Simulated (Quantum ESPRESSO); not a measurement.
# MnO (Pm-3m) in Quantum ESPRESSO: a series of runs

The runs below take MnO through single point, with PBE+U.

All numbers are computed with Quantum ESPRESSO 7.5; they aren't measurements. Logs are shortened: lines on timing, memory, paths and dates and some standing lists are left out, and cuts for length are marked.

**1. The crystal as given**

Symmetry: Pm-3m, No. 221, cubic system. Conventional cell: a = 2.672 Å, b = 2.672 Å, c = 2.672 Å, α = 90.00°, β = 90.00°, γ = 90.00°. Mn (site symmetry m-3m) is surrounded by 8 O at 2.31 Å. O (site symmetry m-3m) is surrounded by 8 Mn at 2.31 Å.

Measurements of this composition are mostly on another form, of space group No. 225.

**2. Single point, PBE+U, collinear spin, antiferromagnetic start**

File pw.in:

```
&CONTROL
  calculation = 'scf'
  prefix = 'pwscf'
  outdir = './tmp'
  pseudo_dir = './pseudo'
  tprnfor = .true.
  disk_io = 'nowf'
/
&SYSTEM
  ibrav = 0
  nat = 4
  ntyp = 4
  ecutwfc = 96
  nbnd = 33
  occupations = 'smearing'
  smearing = 'gaussian'
  degauss = 0.00367493
  nspin = 2
  starting_magnetization(1) = 0.3333
  starting_magnetization(2) = 0
  starting_magnetization(3) = -0.3333
  starting_magnetization(4) = -0
  nosym = .true.
  starting_ns_eigenvalue(1,1,1) = 1
  starting_ns_eigenvalue(2,1,1) = 1
  starting_ns_eigenvalue(3,1,1) = 1
  starting_ns_eigenvalue(4,1,1) = 1
  starting_ns_eigenvalue(5,1,1) = 1
  starting_ns_eigenvalue(1,2,1) = 0
  starting_ns_eigenvalue(2,2,1) = 0
  starting_ns_eigenvalue(3,2,1) = 0
  starting_ns_eigenvalue(4,2,1) = 0
  starting_ns_eigenvalue(5,2,1) = 0
  starting_ns_eigenvalue(1,1,3) = 0
  starting_ns_eigenvalue(2,1,3) = 0
  starting_ns_eigenvalue(3,1,3) = 0
  starting_ns_eigenvalue(4,1,3) = 0
  starting_ns_eigenvalue(5,1,3) = 0
  starting_ns_eigenvalue(1,2,3) = 1
  starting_ns_eigenvalue(2,2,3) = 1
  starting_ns_eigenvalue(3,2,3) = 1
  starting_ns_eigenvalue(4,2,3) = 1
  starting_ns_eigenvalue(5,2,3) = 1
/
&ELECTRONS
  conv_thr = 1.6d-07
  electron_maxstep = 120
  mixing_beta = 0.3
  mixing_ndim = 12
/
ATOMIC_SPECIES
Mn1   54.9380 Mn.upf
O1    15.9990 O.upf
Mn2   54.9380 Mn.upf
O2    15.9990 O.upf
CELL_PARAMETERS angstrom
   2.6723886600    0.0000000000    0.0000000000
   0.0000000000    5.3447773200    0.0000000000
   0.0000000000    0.0000000000    2.6723886600
ATOMIC_POSITIONS crystal
Mn1    0.0000000000    0.0000000000    0.0000000000
O1     0.5000000000    0.2500000000    0.5000000000
Mn2    0.0000000000    0.5000000000    0.0000000000
O2     0.5000000000    0.7500000000    0.5000000000
K_POINTS automatic
3 2 3 0 0 0
HUBBARD {ortho-atomic}
U Mn1-3d 2.0
U Mn2-3d 2.0
```

Potentials or basis: PseudoDojo 0.5 SR PBE standard.

Command:

```bash
$ OMP_NUM_THREADS=1 pw.x -in pw.in > pw.out
```

pw.out:

```text
This program is part of the open-source Quantum ESPRESSO suite
     for quantum simulation of materials; please cite
[... 6 lines left out ...]
     --------------------
     sticks:   dense  smooth     PW     G-vecs:    dense   smooth      PW
     Sum        1557    1557    445                32759    32759    5013

     Using Slab Decomposition

     bravais-lattice index     =            0
     lattice parameter (alat)  =       5.0501  a.u.
     unit-cell volume          =     257.5879 (a.u.)^3
     number of atoms/cell      =            4
     number of atomic types    =            4
     number of electrons       =        42.00
     number of Kohn-Sham states=           33
     kinetic-energy cutoff     =      96.0000  Ry
     charge density cutoff     =     384.0000  Ry
     scf convergence threshold =      1.6E-07
     mixing beta               =       0.3000
     number of iterations used =           12  plain     mixing
     Exchange-correlation= PBE
                           (   1   4   3   4   0   0   0)
     Hubbard projectors: ortho-atomic
     Hubbard parameters of DFT+U (Dudarev formulation) in eV:
     U(Mn1-3d) =  2.0000
     U(Mn2-3d) =  2.0000

     Internal variables: lda_plus_u =T, lda_plus_u_kind = 0

     Internal variables: orbital_resolved =F, hub_pot_fix =F, apply_U = F

     celldm(1)=   5.050083  celldm(2)=   0.000000  celldm(3)=   0.000000
     celldm(4)=   0.000000  celldm(5)=   0.000000  celldm(6)=   0.000000

     crystal axes: (cart. coord. in units of alat)
               a(1) = (   1.000000   0.000000   0.000000 )
               a(2) = (   0.000000   2.000000   0.000000 )
               a(3) = (   0.000000   0.000000   1.000000 )

     reciprocal axes: (cart. coord. in units 2 pi/alat)
               b(1) = (  1.000000  0.000000  0.000000 )
               b(2) = (  0.000000  0.500000  0.000000 )
               b(3) = (  0.000000  0.000000  1.000000 )

     PseudoPot. # 1 for Mn read from file:
     Mn.upf
     Pseudo is Norm-conserving + core correction, Zval = 15.0
     Generated using ONCVPSP code by D. R. Hamann
     Using radial grid of 1464 points,  6 beta functions with:
                l(1) =   0
                l(2) =   0
                l(3) =   1
                l(4) =   1
                l(5) =   2
                l(6) =   2

     PseudoPot. # 2 for O  read from file:
     O.upf
     Pseudo is Norm-conserving + core correction, Zval =  6.0
     Generated using ONCVPSP code by D. R. Hamann
     Using radial grid of  936 points,  5 beta functions with:
                l(1) =   0
                l(2) =   0
                l(3) =   1
                l(4) =   1
                l(5) =   2

     PseudoPot. # 3 for Mn read from file:
[... 450 lines left out ...]
       0.000  0.000  0.144  0.990  0.000
       0.866 -0.500 -0.000  0.000  0.000
      -0.000 -0.000  0.990 -0.144  0.000
     occupation matrix ns (before diag.):
       0.987 -0.000 -0.000 -0.007  0.000
      -0.000  0.993 -0.000 -0.000 -0.000
      -0.000 -0.000  0.993 -0.000 -0.000
      -0.007 -0.000 -0.000  0.980  0.000
       0.000 -0.000 -0.000  0.000  0.993

     Number of occupied Hubbard levels =   10.7252

 ------ SPIN UP ------------

          k = 0.0000 0.0000 0.0000 (  4143 PWs)   bands (ev):

   -66.1146 -61.6417 -35.0502 -34.9485 -34.9485 -30.3334 -30.1814 -30.1814
    -4.3987  -3.1922   7.0442   9.8386  10.9352  10.9352  11.1265  12.4922
    12.8325  12.8567  12.8567  14.3292  14.3293  15.9368  16.3987  17.6452
    18.9648  19.1622  19.1622  21.4372  24.2380  30.3068  30.7920  30.9319
    32.6675
[... 35 lines left out ...]
   -66.0837 -61.6095 -35.0773 -35.0747 -35.0203 -30.3260 -30.3210 -30.2963
    -3.0173  -2.2341   8.4359   8.8447   9.1690   9.6097   9.7602  11.4745
    12.2097  12.5156  13.1988  13.6821  14.1467  17.4666  18.5085  18.5268
    18.6204  19.0194  22.1251  22.9305  24.0379  24.5851  26.6811  27.8314
    32.6064

          k = 0.3333 0.0000-0.3333 (  4097 PWs)   bands (ev):

   -66.0837 -61.6095 -35.0773 -35.0747 -35.0203 -30.3260 -30.3210 -30.2963
    -3.0173  -2.2341   8.4359   8.8447   9.1690   9.6097   9.7602  11.4745
    12.2097  12.5156  13.1988  13.6821  14.1467  17.4666  18.5085  18.5268
    18.6204  19.0194  22.1251  22.9305  24.0379  24.5851  26.6811  27.8314
    32.6064
[... 11 lines left out ...]
   -66.0844 -61.6088 -35.0772 -35.0746 -35.0182 -30.3261 -30.3211 -30.2996
    -2.6716  -2.6327   8.8890   9.0937   9.2265   9.7254  10.1298  10.8020
    11.5854  12.4869  13.0149  13.6986  13.9426  17.5008  18.4273  18.7205
    18.7666  18.8754  21.5426  22.6784  25.4382  25.8569  26.8296  27.2035
    33.1645

          k = 0.3333-0.2500-0.3333 (  4114 PWs)   bands (ev):

   -66.0844 -61.6088 -35.0772 -35.0746 -35.0182 -30.3261 -30.3211 -30.2996
    -2.6716  -2.6327   8.8890   9.0937   9.2265   9.7254  10.1298  10.8020
    11.5854  12.4869  13.0149  13.6986  13.9426  17.5008  18.4273  18.7205
    18.7666  18.8754  21.5426  22.6784  25.4382  25.8569  26.8296  27.2035
    33.1643

 ------ SPIN DOWN ----------

          k = 0.0000 0.0000 0.0000 (  4143 PWs)   bands (ev):

   -66.1146 -61.6418 -35.0502 -34.9485 -34.9485 -30.3334 -30.1814 -30.1814
    -4.3987  -3.1922   7.0442   9.8386  10.9352  10.9352  11.1266  12.4922
    12.8325  12.8567  12.8567  14.3293  14.3293  15.9368  16.3987  17.6452
    18.9648  19.1622  19.1622  21.4372  24.2380  30.3068  30.7920  30.9319
    32.6675
[... 35 lines left out ...]
   -66.0837 -61.6095 -35.0772 -35.0746 -35.0203 -30.3260 -30.3210 -30.2964
    -3.0173  -2.2341   8.4359   8.8447   9.1690   9.6097   9.7602  11.4745
    12.2097  12.5156  13.1988  13.6821  14.1467  17.4666  18.5084  18.5267
    18.6204  19.0194  22.1251  22.9305  24.0379  24.5851  26.6811  27.8314
    32.6064

          k = 0.3333 0.0000-0.3333 (  4097 PWs)   bands (ev):

   -66.0837 -61.6095 -35.0772 -35.0746 -35.0203 -30.3260 -30.3210 -30.2964
    -3.0173  -2.2341   8.4359   8.8447   9.1690   9.6097   9.7602  11.4745
    12.2097  12.5156  13.1988  13.6821  14.1467  17.4666  18.5084  18.5267
    18.6204  19.0194  22.1251  22.9305  24.0379  24.5851  26.6811  27.8314
    32.6064
[... 11 lines left out ...]
   -66.0844 -61.6088 -35.0771 -35.0746 -35.0181 -30.3261 -30.3211 -30.2996
    -2.6716  -2.6327   8.8890   9.0937   9.2265   9.7254  10.1298  10.8021
    11.5854  12.4870  13.0149  13.6986  13.9426  17.5008  18.4273  18.7205
    18.7666  18.8754  21.5426  22.6784  25.4382  25.8569  26.8296  27.2035
    33.1644

          k = 0.3333-0.2500-0.3333 (  4114 PWs)   bands (ev):

   -66.0844 -61.6088 -35.0771 -35.0746 -35.0181 -30.3261 -30.3211 -30.2996
    -2.6716  -2.6327   8.8890   9.0937   9.2265   9.7254  10.1298  10.8021
    11.5854  12.4870  13.0149  13.6986  13.9426  17.5008  18.4273  18.7205
    18.7666  18.8754  21.5426  22.6784  25.4382  25.8569  26.8296  27.2035
    33.1645

     the Fermi energy is    15.1613 ev

!    total energy              =    -501.66792124 Ry
     estimated scf accuracy    <       0.00000002 Ry
     smearing contrib. (-TS)   =      -0.00000000 Ry
     internal energy E=F+TS    =    -501.66792124 Ry

     The total energy is F=E-TS. E is the sum of the following terms:
     one-electron contribution =    -176.12592971 Ry
     hartree contribution      =     115.42498714 Ry
     xc contribution           =     -90.58741232 Ry
     ewald contribution        =    -350.44302253 Ry
     Hubbard energy            =       0.06345617 Ry

     total magnetization       =    -0.00 Bohr mag/cell
     absolute magnetization    =     9.15 Bohr mag/cell

     convergence has been achieved in  10 iterations

     Forces acting on atoms (cartesian axes, Ry/au):

     atom    1 type  1   force =     0.00000004    0.00000021    0.00000002
     atom    2 type  2   force =    -0.00000005    0.00000071   -0.00000001
     atom    3 type  3   force =     0.00000001   -0.00000010   -0.00000002
     atom    4 type  4   force =     0.00000000   -0.00000083    0.00000001

     Total force =     0.000001     Total SCF correction =     0.000014
     SCF correction compared to forces is large: reduce conv_thr to get better values

=------------------------------------------------------------------------------=
   JOB DONE.
=------------------------------------------------------------------------------=
```

Wall time 23 s (1 thread of Arm Neoverse V2, shared host); peak memory 0.14 GiB.

What came out:

```
Free energy                                           : -6825.5398 eV
Band gap on the k mesh                                : 1.48 eV
Net moment                                            : 0.00 μB per cell
Absolute moment                                       : 9.15 μB per cell
Site moments                                          : Mn +4.18, -4.18; O +0.00 μB
Valence electrons inside the program's atomic spheres : Mn 12.80; O 6.16
```

Eigenvalues of the final occupation matrices:
```
    site  spin  trace               eigenvalues
Mn1 1 3d     1   4.94  0.98 0.99 0.99 0.99 0.99
Mn1 1 3d     2   0.42  0.04 0.05 0.11 0.11 0.11
Mn2 3 3d     1   0.42  0.04 0.05 0.11 0.11 0.11
Mn2 3 3d     2   4.94  0.98 0.99 0.99 0.99 0.99
```

Caveat: the k mesh is coarse (spacing up to 0.78 Å⁻¹), so the values aren't converged; an odd mesh through Γ misses points on the zone boundary, where band edges often lie.

**3. Single point, PBE+U, collinear spin, ferromagnetic start**

File pw.in:

```
&CONTROL
  calculation = 'scf'
  prefix = 'pwscf'
  outdir = './tmp'
  pseudo_dir = './pseudo'
  tprnfor = .true.
  disk_io = 'nowf'
/
&SYSTEM
  ibrav = 0
  nat = 2
  ntyp = 2
  ecutwfc = 96
  nbnd = 20
  occupations = 'smearing'
  smearing = 'gaussian'
  degauss = 0.00367493
  nspin = 2
  starting_magnetization(1) = 0.3333
  starting_magnetization(2) = 0
  tot_magnetization = 5
  nosym = .true.
  starting_ns_eigenvalue(1,1,1) = 1
  starting_ns_eigenvalue(2,1,1) = 1
  starting_ns_eigenvalue(3,1,1) = 1
  starting_ns_eigenvalue(4,1,1) = 1
  starting_ns_eigenvalue(5,1,1) = 1
  starting_ns_eigenvalue(1,2,1) = 0
  starting_ns_eigenvalue(2,2,1) = 0
  starting_ns_eigenvalue(3,2,1) = 0
  starting_ns_eigenvalue(4,2,1) = 0
  starting_ns_eigenvalue(5,2,1) = 0
/
&ELECTRONS
  conv_thr = 8d-08
  electron_maxstep = 120
  mixing_beta = 0.3
  mixing_ndim = 12
/
ATOMIC_SPECIES
Mn    54.9380 Mn.upf
O     15.9990 O.upf
CELL_PARAMETERS angstrom
   2.6723886600    0.0000000000    0.0000000000
   0.0000000000    2.6723886600    0.0000000000
   0.0000000000    0.0000000000    2.6723886600
ATOMIC_POSITIONS crystal
Mn     0.0000000000    0.0000000000    0.0000000000
O      0.5000000000    0.5000000000    0.5000000000
K_POINTS automatic
3 3 3 0 0 0
HUBBARD {ortho-atomic}
U Mn-3d 2.0
```

Potentials or basis: PseudoDojo 0.5 SR PBE standard.

Command:

```bash
$ OMP_NUM_THREADS=1 pw.x -in pw.in > pw.out
```

Wall time 7.3 s (1 thread of Arm Neoverse V2, shared host); peak memory 0.07 GiB.

Results (log left out):

```
Free energy                                           : -3412.5097 eV
Net moment                                            : 5.00 μB per cell
Absolute moment                                       : 5.00 μB per cell
Site moments                                          : Mn +4.30; O +0.27 μB
Valence electrons inside the program's atomic spheres : Mn 12.79; O 6.18
```

Eigenvalues of the final occupation matrices:
```
   site  spin  trace               eigenvalues
Mn 1 3d     1   4.98  0.99 0.99 1.00 1.00 1.00
Mn 1 3d     2   0.34  0.03 0.03 0.10 0.10 0.10
```

Caveat: the k mesh is coarse (spacing up to 0.78 Å⁻¹), so the values aren't converged; the total moment is fixed, so each spin has its own Fermi level; a cell with one magnetic atom can't hold antiferromagnetic order, which such compounds often take. The state reached can hang on the start; a lower one may exist.

[end of part 1 of 2]
